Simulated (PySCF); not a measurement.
## Functional dependence of a UV spectrum

Compound: propanoic acid, C3H6O2.
Atom-mapped SMILES: `[CH3:1][CH2:2][C:3](=[O:4])[OH:5]` (hydrogens: H6, H7, H8 on C1; H9, H10 on C2; H11 on O5)

Structure used (PBE0-D3(BJ)/def2-SVP), in Å, numbered top down from 1:
```xyz
11
C3H6O2 angstrom
C     -1.4573    0.1929    0.3223
C     -0.1594   -0.5781    0.1997
C      1.0422    0.3122    0.0355
O      1.0257    1.5147    0.0130
O      2.1752   -0.3954   -0.0860
H     -2.3075   -0.4909    0.4563
H     -1.4268    0.8811    1.1791
H     -1.6403    0.8019   -0.5746
H     -0.1697   -1.2735   -0.6565
H      0.0271   -1.2161    1.0802
H      2.8909    0.2511   -0.1841
```

Linear-response calculations in the def2-SVPD basis (PySCF; singlets by full response, triplets Tamm–Dancoff, core orbitals frozen in the response; HF means time-dependent Hartree–Fock). 'Strongest' is the level of largest summed f among the singlets computed (10 roots, of which the last may lack a degenerate partner); it can jump between rows when another state enters that window. S1 is the lowest singlet of each run and needn't be the same state throughout; f(S1) is that of one state. Geometry: PBE0-D3(BJ)/def2-SVP, one conformer, isolated molecule.

| functional | kind | S1 (eV) | f(S1) | strongest (eV) | T1 (eV) | HOMO (eV) | gap (eV) | ionisation energy, ΔSCF (eV) |
| --- | --- | --- | --- | --- | --- | --- | --- | --- |
| LDA | LDA | 5.68 | 0.000 | 8.26 | 5.22 | -6.74 | 5.43 | 10.61 |
| PBE | GGA | 5.69 | 0.000 | 8.23 | 5.17 | -6.55 | 5.48 | 10.37 |
| B3LYP | global hybrid, 20% exact exchange | 5.89 | 0.000 | 8.74 | 5.37 | -7.97 | 7.75 | 10.67 |
| PBE0 | global hybrid, 25% exact exchange | 5.95 | 0.000 | 8.94 | 5.40 | -8.22 | 8.31 | 10.60 |
| BHandHLYP | global hybrid, 50% exact exchange | 6.20 | 0.000 | 9.39 | 5.68 | -9.87 | 10.78 | 10.59 |
| CAM-B3LYP | range-separated hybrid | 5.97 | 0.000 | 8.89 | 5.46 | -9.74 | 10.79 | 10.80 |
| wB97X-D | range-separated hybrid | 6.00 | 0.000 | 9.28 | 5.51 | -10.17 | 12.13 | 10.72 |
| LC-wPBE | range-separated hybrid | 5.98 | 0.000 | 8.81 | 5.43 | -11.04 | 13.18 | 10.87 |
| HF | Hartree–Fock | 6.77 | 0.001 | 9.46 | 6.27 | -12.45 | 14.83 | not settled |

S1 runs from 5.68 eV (LDA) to 6.77 eV (HF), a spread of 1.10 eV, while the orbital gap spreads over 9.4 eV. Along PBE (0%), B3LYP (20%), PBE0 (25%), BHandHLYP (50%), HF (100%) S1 rises with the share of exact exchange. −ε(HOMO) comes closest to its own ΔSCF ionisation energy with LC-wPBE (+0.17 eV) and misses most with LDA (-3.86 eV). 'Not settled' means that the ion's SCF failed to converge or may have ended in another state than the lowest.
